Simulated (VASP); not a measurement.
# Gap of BaTiO3, level by level

Aim: the band gap of BaTiO3 at many levels of theory on one cell, with the cost of each. The levels: LDA, PBEsol, PBE, r2SCAN, TB-mBJ, BLYP, SCAN, HSE06, r2SCAN-EpsX, PBE-EpsX and PBE + SOC. Left out of this account: 1 further run (bands with TB-mBJ + SOC: it diverged and was aborted). The start is a cell from a database of measured crystal structures.

Program: VASP 6.6.1. Level of theory: LDA; plane waves and PAW (Ba_sv, Ti_sv, O), in the first sound run; inputs show where later runs differ. Results are calculated unless marked as measured.

Most raw output is cut from this account.

### Step 1. Starting point

It takes space group P4mm (No. 99, tetragonal). Conventional cell: a = 3.990 Å, b = 3.990 Å, c = 4.023 Å, α = 90.00°, β = 90.00°, γ = 90.00°. Ba has 12 O at 2.80 to 2.87 Å nearest. Ti has 6 O at 1.84 to 2.18 Å nearest. Nearest to O lie 2 Ti at 1.84 to 2.18 Å and 4 Ba at 2.82 Å. O has 2 Ti at 2.00 Å and 4 Ba at 2.80 to 2.87 Å nearest. Farther neighbours and most contacts between anions are not listed.

### Step 2. Bands with LDA, k 4×4×4

Levels along the symmetry lines show where the bands peak and cross; KPOINTS_OPT computes them in the converged potential. LDA, the lowest rung, knows the local density alone.

INCAR

```
SYSTEM = BaTiO3
PREC = Accurate
ENCUT = 520
EDIFF = 1E-06
NELM = 100
ISMEAR = 0
SIGMA = 0.02
LREAL = .FALSE.
ALGO = Normal
GGA = CA
NBANDS = 35
LASPH = .TRUE.
LORBIT = 11
LWAVE = .FALSE.
LCHARG = .FALSE.
KPAR = 8
```

POSCAR

```
BaTiO3
1.0
    3.9904800000      0.0000000000      0.0000000000
    0.0000000000      3.9904800000      0.0000000000
    0.0000000000      0.0000000000      4.0230300000
Ba Ti O
1 1 3
Direct
    0.0000000000      0.0000000000      0.0000000000
    0.5000000000      0.5000000000      0.5220000000
    0.5000000000      0.5000000000      0.9790000000
    0.5000000000      0.0000000000      0.4880000000
    0.0000000000      0.5000000000      0.4880000000
```

KPOINTS

```
Automatic mesh
0
Gamma
4 4 4
0 0 0
```

KPOINTS_OPT

```
Line mode
16
Line-mode
Reciprocal
  0.00000000   0.00000000   0.00000000 GAMMA
  0.00000000   0.50000000   0.00000000 X

  0.00000000   0.50000000   0.00000000 X
  0.50000000   0.50000000   0.00000000 M

  0.50000000   0.50000000   0.00000000 M
  0.00000000   0.00000000   0.00000000 GAMMA

  0.00000000   0.00000000   0.00000000 GAMMA
  0.00000000   0.00000000   0.50000000 Z

  0.00000000   0.00000000   0.50000000 Z
  0.00000000   0.50000000   0.50000000 R

  0.00000000   0.50000000   0.50000000 R
  0.50000000   0.50000000   0.50000000 A

  0.50000000   0.50000000   0.50000000 A
  0.00000000   0.00000000   0.50000000 Z

  0.00000000   0.50000000   0.00000000 X
  0.00000000   0.50000000   0.50000000 R

  0.50000000   0.50000000   0.00000000 M
  0.50000000   0.50000000   0.50000000 A
```

Potentials, in the order of the species: Ba_sv, Ti_sv and O (PBE family, release 64).

On the command line:

```
mpirun -np 8 vasp_std
```

Elapsed: 15 s, on 8 MPI ranks of Intel Xeon 6975P-C (Granite Rapids), shared host; peak memory 1.6 GiB.

Harder data sets than Ba_sv exist (the GW ones), and pressures, volumes and forces can shift noticeably with them. The PAW data sets were made with PBE, though LDA sets exist; this is a small mismatch. At this level the cell is under a tension of 4.9 GPa, so at these settings it is away from equilibrium.

Numbers from this step:

```yaml
scf_cycles: 15
electrons: 40
bands: 35
irreducible_k_points: 18
symmetry_operations: 8
free_energy_toten: -44.28 eV
fermi_energy: 3.815 eV
pressure: -4.886 GPa
metallic: no
least_gap_on_mesh_and_path: 1.694 eV
least_direct_gap_on_mesh_and_path: 2.075 eV
valence_top_at_k: 0.5, 0.5, 0.5
conduction_bottom_at_k: 0, 0, 0
least_direct_gap_at_k: 0, 0, 0
```

The electronic bands at the labelled points (eV, zero at the valence-band top; v1 is the highest filled band, c1 the lowest empty one):

| point | v4 | v3 | v2 | v1 | c1 | c2 | c3 | c4 |
| --- | --- | --- | --- | --- | --- | --- | --- | --- |
| Γ | -1.20 | -0.45 | -0.38 | -0.38 | 1.69 | 2.08 | 2.08 | 4.07 |
| 0.47 of the way | -1.53 | -1.22 | -0.80 | -0.64 | 2.13 | 2.60 | 2.65 | 4.20 |
| X | -1.88 | -1.72 | -1.15 | -0.98 | 2.21 | 3.48 | 3.55 | 4.18 |
| 0.47 of the way | -1.70 | -1.62 | -1.11 | -0.59 | 2.72 | 3.55 | 3.59 | 4.68 |
| M | -1.83 | -1.09 | -1.09 | -0.09 | 3.57 | 3.57 | 3.91 | 4.70 |
| 0.47 of the way | -2.00 | -1.20 | -1.02 | -0.50 | 2.72 | 2.95 | 3.13 | 4.72 |
| Γ | -1.20 | -0.45 | -0.38 | -0.38 | 1.69 | 2.08 | 2.08 | 4.07 |
| 0.47 of the way | -1.62 | -1.27 | -0.54 | -0.54 | 1.77 | 2.80 | 2.80 | 4.06 |
| Z | -2.06 | -2.00 | -0.73 | -0.73 | 1.86 | 3.59 | 3.59 | 4.07 |
| 0.53 of the way | -1.42 | -1.38 | -1.12 | -0.63 | 2.84 | 3.60 | 3.63 | 4.76 |
| R | -1.77 | -0.93 | -0.91 | -0.26 | 3.51 | 3.60 | 3.91 | 4.91 |
| 0.47 of the way | -2.56 | -0.67 | -0.59 | -0.22 | 3.77 | 3.79 | 4.03 | 6.10 |
| A | -2.45 | -0.17 | -0.17 | 0.00 | 4.16 | 4.17 | 4.17 | 6.35 |
| 0.47 of the way | -2.29 | -0.86 | -0.70 | -0.60 | 3.36 | 3.74 | 3.78 | 6.11 |
| Z | -2.06 | -2.00 | -0.73 | -0.73 | 1.86 | 3.59 | 3.59 | 4.07 |
| jump to X | -1.88 | -1.72 | -1.15 | -0.98 | 2.21 | 3.48 | 3.55 | 4.18 |
| 0.47 of the way | -1.52 | -1.48 | -1.25 | -0.72 | 2.87 | 3.49 | 3.62 | 4.74 |
| R | -1.77 | -0.93 | -0.91 | -0.26 | 3.51 | 3.60 | 3.91 | 4.91 |
| jump to M | -1.83 | -1.09 | -1.09 | -0.09 | 3.57 | 3.57 | 3.91 | 4.70 |
| 0.47 of the way | -2.64 | -0.78 | -0.78 | -0.05 | 3.82 | 3.82 | 4.02 | 5.89 |
| A | -2.45 | -0.17 | -0.17 | 0.00 | 4.16 | 4.17 | 4.17 | 6.35 |

The largest weight of each band there:

| point | v4 | v3 | v2 | v1 | c1 | c2 | c3 | c4 |
| --- | --- | --- | --- | --- | --- | --- | --- | --- |
| Γ | O 0.98 | O 0.88 | O 0.89 | O 0.89 | Ti 0.96 | Ti 0.85 | Ti 0.85 | Ti 0.94 |
| X | O 0.70 | O 0.79 | O 0.84 | O 0.88 | Ti 0.91 | Ti 0.80 | Ti 0.80 | Ti 0.93 |
| M | O 0.84 | O 0.88 | O 0.88 | O 0.97 | Ti 0.81 | Ti 0.81 | Ti 0.87 | Ti 0.89 |
| Γ | O 0.98 | O 0.88 | O 0.89 | O 0.89 | Ti 0.96 | Ti 0.85 | Ti 0.85 | Ti 0.94 |
| Z | O 0.85 | O 0.91 | O 0.93 | O 0.93 | Ti 1.00 | Ti 0.80 | Ti 0.80 | Ti 0.95 |
| R | O 0.86 | O 0.87 | O 0.88 | O 0.97 | Ti 0.82 | Ti 0.82 | Ti 0.86 | Ti 0.87 |

Force by atom:

| atom | x (eV/Å) | y (eV/Å) | z (eV/Å) | size |
| --- | --- | --- | --- | --- |
| Ba1 | 0.000 | 0.000 | 0.157 | 0.157 |
| Ti2 | 0.000 | 0.000 | -0.113 | 0.113 |
| O3 | 0.000 | 0.000 | -0.090 | 0.090 |
| O4 | 0.000 | 0.000 | 0.023 | 0.023 |
| O5 | 0.000 | 0.000 | 0.023 | 0.023 |

The gap is 1.69 eV, indirect, from A to Γ.

### Step 3. Bands with PBEsol, k 4×4×4

This step: PBEsol; plane waves and PAW (Ba_sv, Ti_sv, O) (VASP 6.6.1).

PBEsol restores the gradient expansion of exchange and is tuned for the cells of solids.

INCAR: that of step 2 with these lines changed.

```diff
@@ -9,3 +9,3 @@
 ALGO = Normal
-GGA = CA
+GGA = PS
 NBANDS = 35
```

POSCAR is that of step 2.

KPOINTS is that of step 2.

KPOINTS_OPT is that of step 2.

On the command line:

```
mpirun -np 8 vasp_std
```

Wall time 16 s (8 MPI ranks); peak memory 1.8 GiB; 2.1 min of CPU time.

The PAW data sets were made with PBE, which is usual practice but a small mismatch for other functionals.

Numbers from this step:

- SCF cycles: 17
- free energy (TOTEN): -41.99 eV
- Fermi energy: 3.942 eV
- pressure: -0.4606 GPa
- least gap on mesh and path: 1.743 eV
- least direct gap on mesh and path: 2.127 eV

The electronic bands at the labelled points (eV, zero at the valence-band top; v1 is the highest filled band, c1 the lowest empty one):

| point | v4 | v3 | v2 | v1 | c1 | c2 | c3 | c4 |
| --- | --- | --- | --- | --- | --- | --- | --- | --- |
| Γ | -1.20 | -0.46 | -0.38 | -0.38 | 1.74 | 2.13 | 2.13 | 4.07 |
| 0.47 of the way | -1.52 | -1.23 | -0.80 | -0.65 | 2.17 | 2.64 | 2.69 | 4.21 |
| X | -1.88 | -1.72 | -1.15 | -0.98 | 2.26 | 3.52 | 3.59 | 4.19 |
| 0.47 of the way | -1.71 | -1.62 | -1.12 | -0.59 | 2.76 | 3.59 | 3.63 | 4.69 |
| M | -1.85 | -1.10 | -1.10 | -0.09 | 3.61 | 3.61 | 3.95 | 4.71 |
| 0.47 of the way | -2.00 | -1.21 | -1.02 | -0.50 | 2.76 | 2.99 | 3.18 | 4.73 |
| Γ | -1.20 | -0.46 | -0.38 | -0.38 | 1.74 | 2.13 | 2.13 | 4.07 |
| 0.47 of the way | -1.62 | -1.28 | -0.55 | -0.55 | 1.82 | 2.84 | 2.84 | 4.07 |
| Z | -2.05 | -2.01 | -0.73 | -0.73 | 1.91 | 3.63 | 3.63 | 4.07 |
| 0.53 of the way | -1.43 | -1.38 | -1.13 | -0.63 | 2.88 | 3.64 | 3.67 | 4.76 |
| R | -1.77 | -0.95 | -0.92 | -0.26 | 3.55 | 3.64 | 3.95 | 4.90 |
| 0.47 of the way | -2.56 | -0.68 | -0.59 | -0.22 | 3.81 | 3.83 | 4.07 | 6.09 |
| A | -2.47 | -0.17 | -0.17 | 0.00 | 4.20 | 4.21 | 4.21 | 6.33 |
| 0.47 of the way | -2.30 | -0.86 | -0.70 | -0.60 | 3.40 | 3.78 | 3.82 | 6.12 |
| Z | -2.05 | -2.01 | -0.73 | -0.73 | 1.91 | 3.63 | 3.63 | 4.07 |
| jump to X | -1.88 | -1.72 | -1.15 | -0.98 | 2.26 | 3.52 | 3.59 | 4.19 |
| 0.47 of the way | -1.52 | -1.48 | -1.26 | -0.72 | 2.91 | 3.53 | 3.66 | 4.74 |
| R | -1.77 | -0.95 | -0.92 | -0.26 | 3.55 | 3.64 | 3.95 | 4.90 |
| jump to M | -1.85 | -1.10 | -1.10 | -0.09 | 3.61 | 3.61 | 3.95 | 4.71 |
| 0.47 of the way | -2.64 | -0.78 | -0.78 | -0.05 | 3.86 | 3.86 | 4.06 | 5.89 |
| A | -2.47 | -0.17 | -0.17 | 0.00 | 4.20 | 4.21 | 4.21 | 6.33 |

The largest weight of each band there:

| point | v4 | v3 | v2 | v1 | c1 | c2 | c3 | c4 |
| --- | --- | --- | --- | --- | --- | --- | --- | --- |
| Γ | O 0.98 | O 0.88 | O 0.89 | O 0.89 | Ti 0.96 | Ti 0.86 | Ti 0.86 | Ti 0.94 |
| X | O 0.71 | O 0.80 | O 0.84 | O 0.88 | Ti 0.91 | Ti 0.80 | Ti 0.80 | Ti 0.93 |
| M | O 0.84 | O 0.88 | O 0.88 | O 0.97 | Ti 0.82 | Ti 0.82 | Ti 0.87 | Ti 0.89 |
| Γ | O 0.98 | O 0.88 | O 0.89 | O 0.89 | Ti 0.96 | Ti 0.86 | Ti 0.86 | Ti 0.94 |
| Z | O 0.85 | O 0.91 | O 0.93 | O 0.93 | Ti 1.00 | Ti 0.81 | Ti 0.81 | Ti 0.95 |
| R | O 0.86 | O 0.88 | O 0.88 | O 0.97 | Ti 0.82 | Ti 0.82 | Ti 0.87 | Ti 0.87 |

Force by atom:

| atom | x (eV/Å) | y (eV/Å) | z (eV/Å) | size |
| --- | --- | --- | --- | --- |
| Ba1 | 0.000 | 0.000 | 0.144 | 0.144 |
| Ti2 | 0.000 | 0.000 | -0.134 | 0.134 |
| O3 | 0.000 | 0.000 | -0.028 | 0.028 |
| O4 | 0.000 | 0.000 | 0.009 | 0.009 |
| O5 | 0.000 | 0.000 | 0.009 | 0.009 |

The gap is 1.74 eV, indirect, from A to Γ. Against LDA that is +0.05 eV; the cost is about the same.

### Step 4. Bands with PBE, k 4×4×4

This step: PBE; plane waves and PAW (Ba_sv, Ti_sv, O) (VASP 6.6.1).

PBE, the usual starting point, adds the gradient of the density.

INCAR: that of step 3 with these lines changed.

```diff
@@ -9,3 +9,3 @@
 ALGO = Normal
-GGA = PS
+GGA = PE
 NBANDS = 35
```

POSCAR is that of step 3.

KPOINTS is that of step 3.

KPOINTS_OPT is that of step 3.

On the command line:

```
mpirun -np 8 vasp_std
```

Elapsed: 16 s, on 8 MPI ranks; peak memory 1.8 GiB; 2.1 min of CPU time.

At this level the cell is under a pressure of 5.8 GPa, so at these settings it is away from equilibrium.

The electronic bands at the labelled points (eV, zero at the valence-band top; v1 is the highest filled band, c1 the lowest empty one):

| point | v4 | v3 | v2 | v1 | c1 | c2 | c3 | c4 |
| --- | --- | --- | --- | --- | --- | --- | --- | --- |
| Γ | -1.18 | -0.46 | -0.38 | -0.38 | 1.79 | 2.16 | 2.16 | 4.04 |
| 0.47 of the way | -1.49 | -1.21 | -0.79 | -0.65 | 2.21 | 2.66 | 2.71 | 4.18 |
| X | -1.85 | -1.69 | -1.14 | -0.98 | 2.29 | 3.51 | 3.58 | 4.16 |
| 0.47 of the way | -1.69 | -1.59 | -1.11 | -0.58 | 2.77 | 3.58 | 3.63 | 4.67 |
| M | -1.83 | -1.10 | -1.10 | -0.09 | 3.60 | 3.60 | 3.95 | 4.70 |
| 0.47 of the way | -1.98 | -1.19 | -1.01 | -0.50 | 2.78 | 3.00 | 3.20 | 4.71 |
| Γ | -1.18 | -0.46 | -0.38 | -0.38 | 1.79 | 2.16 | 2.16 | 4.04 |
| 0.47 of the way | -1.58 | -1.27 | -0.54 | -0.54 | 1.86 | 2.86 | 2.86 | 4.03 |
| Z | -2.00 | -1.97 | -0.72 | -0.72 | 1.95 | 3.63 | 3.63 | 4.03 |
| 0.53 of the way | -1.40 | -1.36 | -1.12 | -0.62 | 2.89 | 3.63 | 3.68 | 4.73 |
| R | -1.75 | -0.94 | -0.91 | -0.26 | 3.54 | 3.64 | 3.95 | 4.88 |
| 0.47 of the way | -2.53 | -0.67 | -0.58 | -0.22 | 3.80 | 3.82 | 4.06 | 6.09 |
| A | -2.45 | -0.18 | -0.18 | 0.00 | 4.19 | 4.20 | 4.20 | 6.41 |
| 0.47 of the way | -2.27 | -0.85 | -0.69 | -0.59 | 3.41 | 3.78 | 3.82 | 6.09 |
| Z | -2.00 | -1.97 | -0.72 | -0.72 | 1.95 | 3.63 | 3.63 | 4.03 |
| jump to X | -1.85 | -1.69 | -1.14 | -0.98 | 2.29 | 3.51 | 3.58 | 4.16 |
| 0.47 of the way | -1.49 | -1.46 | -1.25 | -0.71 | 2.92 | 3.53 | 3.67 | 4.71 |
| R | -1.75 | -0.94 | -0.91 | -0.26 | 3.54 | 3.64 | 3.95 | 4.88 |
| jump to M | -1.83 | -1.10 | -1.10 | -0.09 | 3.60 | 3.60 | 3.95 | 4.70 |
| 0.47 of the way | -2.61 | -0.77 | -0.77 | -0.05 | 3.85 | 3.85 | 4.06 | 5.90 |
| A | -2.45 | -0.18 | -0.18 | 0.00 | 4.19 | 4.20 | 4.20 | 6.41 |

The largest weight of each band there:

| point | v4 | v3 | v2 | v1 | c1 | c2 | c3 | c4 |
| --- | --- | --- | --- | --- | --- | --- | --- | --- |
| Γ | O 0.98 | O 0.88 | O 0.90 | O 0.90 | Ti 0.96 | Ti 0.86 | Ti 0.86 | Ti 0.95 |
| X | O 0.71 | O 0.80 | O 0.84 | O 0.88 | Ti 0.92 | Ti 0.81 | Ti 0.81 | Ti 0.93 |
| M | O 0.85 | O 0.88 | O 0.88 | O 0.97 | Ti 0.82 | Ti 0.82 | Ti 0.87 | Ti 0.89 |
| Γ | O 0.98 | O 0.88 | O 0.90 | O 0.90 | Ti 0.96 | Ti 0.86 | Ti 0.86 | Ti 0.95 |
| Z | O 0.86 | O 0.91 | O 0.93 | O 0.93 | Ti 1.00 | Ti 0.81 | Ti 0.81 | Ti 0.95 |
| R | O 0.86 | O 0.88 | O 0.89 | O 0.97 | Ti 0.82 | Ti 0.82 | Ti 0.87 | Ti 0.87 |

The gap is 1.79 eV, indirect, from A to Γ. Against LDA that is +0.10 eV; the cost is about the same.

### Step 5. Bands with r2SCAN, k 4×4×4

This step: r2SCAN; plane waves and PAW (Ba_sv, Ti_sv, O) (VASP 6.6.1).

r2SCAN adds the kinetic-energy density, costs more than a GGA and is run with LASPH.

INCAR: that of step 4 with these lines changed.

```diff
@@ -9,5 +9,5 @@
 ALGO = Normal
-GGA = PE
+METAGGA = R2SCAN
+LASPH = .TRUE.
 NBANDS = 35
-LASPH = .TRUE.
 LORBIT = 11
```

POSCAR is that of step 4.

KPOINTS is that of step 4.

KPOINTS_OPT is that of step 4.

On the command line:

```
mpirun -np 8 vasp_std
```

The job ended after 51 s (8 MPI ranks; peak memory 1.8 GiB).

At this level the cell is under a pressure of 2.8 GPa, so at these settings it is away from equilibrium.

The electronic bands at the labelled points (eV, zero at the valence-band top; v1 is the highest filled band, c1 the lowest empty one):

| point | v4 | v3 | v2 | v1 | c1 | c2 | c3 | c4 |
| --- | --- | --- | --- | --- | --- | --- | --- | --- |
| Γ | -1.21 | -0.48 | -0.39 | -0.39 | 2.19 | 2.54 | 2.54 | 4.32 |
| 0.47 of the way | -1.51 | -1.22 | -0.79 | -0.67 | 2.59 | 3.04 | 3.08 | 4.47 |
| X | -1.85 | -1.69 | -1.17 | -1.02 | 2.67 | 3.89 | 3.95 | 4.45 |
| 0.47 of the way | -1.74 | -1.60 | -1.14 | -0.58 | 3.14 | 3.96 | 4.02 | 5.00 |
| M | -1.91 | -1.12 | -1.12 | -0.09 | 3.97 | 3.97 | 4.36 | 5.05 |
| 0.47 of the way | -2.01 | -1.22 | -1.04 | -0.51 | 3.16 | 3.37 | 3.59 | 5.04 |
| Γ | -1.21 | -0.48 | -0.39 | -0.39 | 2.19 | 2.54 | 2.54 | 4.32 |
| 0.47 of the way | -1.60 | -1.27 | -0.56 | -0.56 | 2.26 | 3.23 | 3.23 | 4.32 |
| Z | -2.01 | -1.97 | -0.75 | -0.75 | 2.34 | 4.00 | 4.00 | 4.32 |
| 0.53 of the way | -1.42 | -1.39 | -1.14 | -0.63 | 3.27 | 4.01 | 4.07 | 5.06 |
| R | -1.81 | -0.96 | -0.93 | -0.27 | 3.92 | 4.01 | 4.35 | 5.22 |
| 0.47 of the way | -2.54 | -0.68 | -0.59 | -0.23 | 4.19 | 4.20 | 4.46 | 6.52 |
| A | -2.47 | -0.18 | -0.18 | 0.00 | 4.58 | 4.59 | 4.59 | 7.04 |
| 0.47 of the way | -2.28 | -0.85 | -0.70 | -0.60 | 3.79 | 4.16 | 4.20 | 6.47 |
| Z | -2.01 | -1.97 | -0.75 | -0.75 | 2.34 | 4.00 | 4.00 | 4.32 |
| jump to X | -1.85 | -1.69 | -1.17 | -1.02 | 2.67 | 3.89 | 3.95 | 4.45 |
| 0.47 of the way | -1.50 | -1.50 | -1.28 | -0.72 | 3.29 | 3.90 | 4.05 | 5.03 |
| R | -1.81 | -0.96 | -0.93 | -0.27 | 3.92 | 4.01 | 4.35 | 5.22 |
| jump to M | -1.91 | -1.12 | -1.12 | -0.09 | 3.97 | 3.97 | 4.36 | 5.05 |
| 0.47 of the way | -2.63 | -0.79 | -0.79 | -0.05 | 4.23 | 4.23 | 4.46 | 6.33 |
| A | -2.47 | -0.18 | -0.18 | 0.00 | 4.58 | 4.59 | 4.59 | 7.04 |

The largest weight of each band there:

| point | v4 | v3 | v2 | v1 | c1 | c2 | c3 | c4 |
| --- | --- | --- | --- | --- | --- | --- | --- | --- |
| Γ | O 0.99 | O 0.88 | O 0.90 | O 0.90 | Ti 0.97 | Ti 0.88 | Ti 0.88 | Ti 0.95 |
| X | O 0.73 | O 0.82 | O 0.85 | O 0.88 | Ti 0.93 | Ti 0.82 | Ti 0.82 | Ti 0.93 |
| M | O 0.85 | O 0.88 | O 0.88 | O 0.98 | Ti 0.83 | Ti 0.83 | Ti 0.87 | Ti 0.90 |
| Γ | O 0.99 | O 0.88 | O 0.90 | O 0.90 | Ti 0.97 | Ti 0.88 | Ti 0.88 | Ti 0.95 |
| Z | O 0.87 | O 0.92 | O 0.94 | O 0.94 | Ti 1.00 | Ti 0.82 | Ti 0.82 | Ti 0.95 |
| R | O 0.86 | O 0.88 | O 0.89 | O 0.97 | Ti 0.84 | Ti 0.84 | Ti 0.87 | Ti 0.88 |

The gap is 2.19 eV, indirect, from A to Γ. Against LDA that is +0.49 eV; this run took 3.4 times the core time.

### Step 6. Bands with TB-mBJ, k 4×4×4

This step: TB-mBJ; plane waves and PAW (Ba_sv, Ti_sv, O) (VASP 6.6.1).

TB-mBJ is a local potential fitted to gaps: it costs far less than a hybrid but gives no energy.

INCAR: that of step 5 with these lines changed.

```diff
@@ -4,3 +4,3 @@
 EDIFF = 1E-06
-NELM = 100
+NELM = 150
 ISMEAR = 0
@@ -9,3 +9,3 @@
 ALGO = Normal
-METAGGA = R2SCAN
+METAGGA = MBJ
 LASPH = .TRUE.
```

POSCAR is that of step 5.

KPOINTS is that of step 5.

KPOINTS_OPT is that of step 5.

On the command line:

```
mpirun -np 8 vasp_std
```

It took 79 s on 8 MPI ranks; peak memory 2 GiB.

EDIFF was not reached within NELM cycles, so the run counts as unconverged.

### Step 7. Bands with BLYP, k 4×4×4

This step: BLYP; plane waves and PAW (Ba_sv, Ti_sv, O) (VASP 6.6.1).

BLYP comes from molecular chemistry and underbinds dense solids.

INCAR

```
SYSTEM = BaTiO3
PREC = Accurate
ENCUT = 520
EDIFF = 1E-06
NELM = 100
ISMEAR = 0
SIGMA = 0.02
LREAL = .FALSE.
ALGO = Normal
GGA = B5
ALDAX = 1
AGGAX = 1
AGGAC = 1
ALDAC = 0
NBANDS = 35
LASPH = .TRUE.
LORBIT = 11
LWAVE = .FALSE.
LCHARG = .FALSE.
KPAR = 8
```

POSCAR is that of step 6.

KPOINTS is that of step 6.

KPOINTS_OPT is that of step 6.

On the command line:

```
mpirun -np 8 vasp_std
```

The job ended after 23 s (8 MPI ranks; peak memory 1.7 GiB).

At this level the cell is under a pressure of 11.6 GPa, so at these settings it is away from equilibrium.

The electronic bands at the labelled points (eV, zero at the valence-band top; v1 is the highest filled band, c1 the lowest empty one):

| point | v4 | v3 | v2 | v1 | c1 | c2 | c3 | c4 |
| --- | --- | --- | --- | --- | --- | --- | --- | --- |
| Γ | -1.16 | -0.45 | -0.37 | -0.37 | 1.81 | 2.18 | 2.18 | 3.98 |
| 0.47 of the way | -1.46 | -1.18 | -0.77 | -0.64 | 2.23 | 2.66 | 2.71 | 4.13 |
| X | -1.82 | -1.65 | -1.12 | -0.97 | 2.30 | 3.48 | 3.55 | 4.11 |
| 0.47 of the way | -1.67 | -1.56 | -1.08 | -0.56 | 2.76 | 3.55 | 3.60 | 4.63 |
| M | -1.79 | -1.08 | -1.08 | -0.09 | 3.57 | 3.57 | 3.92 | 4.68 |
| 0.47 of the way | -1.94 | -1.17 | -0.99 | -0.48 | 2.78 | 2.99 | 3.19 | 4.66 |
| Γ | -1.16 | -0.45 | -0.37 | -0.37 | 1.81 | 2.18 | 2.18 | 3.98 |
| 0.47 of the way | -1.54 | -1.23 | -0.53 | -0.53 | 1.88 | 2.85 | 2.85 | 3.98 |
| Z | -1.94 | -1.91 | -0.71 | -0.71 | 1.96 | 3.59 | 3.59 | 3.98 |
| 0.53 of the way | -1.37 | -1.32 | -1.09 | -0.61 | 2.88 | 3.59 | 3.65 | 4.69 |
| R | -1.70 | -0.92 | -0.88 | -0.26 | 3.50 | 3.60 | 3.92 | 4.85 |
| 0.47 of the way | -2.49 | -0.65 | -0.57 | -0.23 | 3.76 | 3.79 | 4.02 | 6.09 |
| A | -2.41 | -0.18 | -0.18 | 0.00 | 4.14 | 4.15 | 4.15 | 6.56 |
| 0.47 of the way | -2.22 | -0.83 | -0.67 | -0.58 | 3.38 | 3.75 | 3.78 | 6.04 |
| Z | -1.94 | -1.91 | -0.71 | -0.71 | 1.96 | 3.59 | 3.59 | 3.98 |
| jump to X | -1.82 | -1.65 | -1.12 | -0.97 | 2.30 | 3.48 | 3.55 | 4.11 |
| 0.47 of the way | -1.45 | -1.43 | -1.22 | -0.70 | 2.91 | 3.49 | 3.64 | 4.67 |
| R | -1.70 | -0.92 | -0.88 | -0.26 | 3.50 | 3.60 | 3.92 | 4.85 |
| jump to M | -1.79 | -1.08 | -1.08 | -0.09 | 3.57 | 3.57 | 3.92 | 4.68 |
| 0.47 of the way | -2.57 | -0.76 | -0.76 | -0.05 | 3.81 | 3.81 | 4.02 | 5.90 |
| A | -2.41 | -0.18 | -0.18 | 0.00 | 4.14 | 4.15 | 4.15 | 6.56 |

The largest weight of each band there:

| point | v4 | v3 | v2 | v1 | c1 | c2 | c3 | c4 |
| --- | --- | --- | --- | --- | --- | --- | --- | --- |
| Γ | O 0.98 | O 0.88 | O 0.90 | O 0.90 | Ti 0.97 | Ti 0.87 | Ti 0.87 | Ti 0.95 |
| X | O 0.72 | O 0.81 | O 0.84 | O 0.88 | Ti 0.92 | Ti 0.81 | Ti 0.81 | Ti 0.93 |
| M | O 0.85 | O 0.89 | O 0.89 | O 0.97 | Ti 0.82 | Ti 0.82 | Ti 0.87 | Ti 0.89 |
| Γ | O 0.98 | O 0.88 | O 0.90 | O 0.90 | Ti 0.97 | Ti 0.87 | Ti 0.87 | Ti 0.95 |
| Z | O 0.86 | O 0.92 | O 0.93 | O 0.93 | Ti 1.00 | Ti 0.81 | Ti 0.81 | Ti 0.95 |
| R | O 0.86 | O 0.88 | O 0.89 | O 0.97 | Ti 0.82 | Ti 0.83 | Ti 0.87 | Ti 0.88 |

The gap is 1.81 eV, indirect, from A to Γ. Against LDA that is +0.12 eV; this run took 1.5 times the core time.

(Continued in part 2 of 3.)

[Lines on the potential files, build, host, timing and source positions are cut from VASP's logs without a mark.]

[Logs are printed without paths, hosts, clocks, repeated set-up lines and the standing remarks that a program may print on its own settings, such as how far it seeks lower states.]

[Hosts, paths, dates, database ids (printed as entryN), source tags and the programs' standing remarks are cut or masked in the printed files.]

[Measured values are set beside computed ones only where the two were judged alike; some that the calculation misses by far are left out.]

[In band tables of VASP the shares of atoms and orbitals are scaled to a sum of 1 inside the atoms' spheres.]
